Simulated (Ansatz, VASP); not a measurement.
## Two plane-wave programs on KBr

```xyz
4
Lattice="4.7373 0.0000 0.0000 0.0000 4.7373 0.0000 0.0000 0.0000 18.8414" Properties=species:S:1:pos:R:3 pbc="T T T"
K     2.3687    2.3687    4.0000
K     0.0000    0.0000    7.2789
Br    0.0000    0.0000    4.0000
Br    2.3687    2.3687    7.3414
```

Alike in both runs: task single point; functional PBE; k mesh 6 × 6 × 1; occupations gaussian, width 0.05 eV; no spin polarisation.

|  | VASP | Ansatz |
| --- | --- | --- |
| version | VASP 6.6.1 | Ansatz 0.2.0 |
| potentials or method | VASP PAW PBE potentials, release 64 (K_sv, Br) | scalar-relativistic, plane waves, PAW |
| plane-wave cutoff (eV) | 520 | 420 |
| valence electrons in the cell | 32 | 32 |

```tsv
	VASP	Ansatz	Ansatz less VASP
gap on the k mesh at the Fermi level (eV)	4.30	4.30	0.000
least direct gap on the mesh (eV)	4.30	4.30	0.000
rms of the force components (eV/Å)	0.039	0.039	-0.0006
```
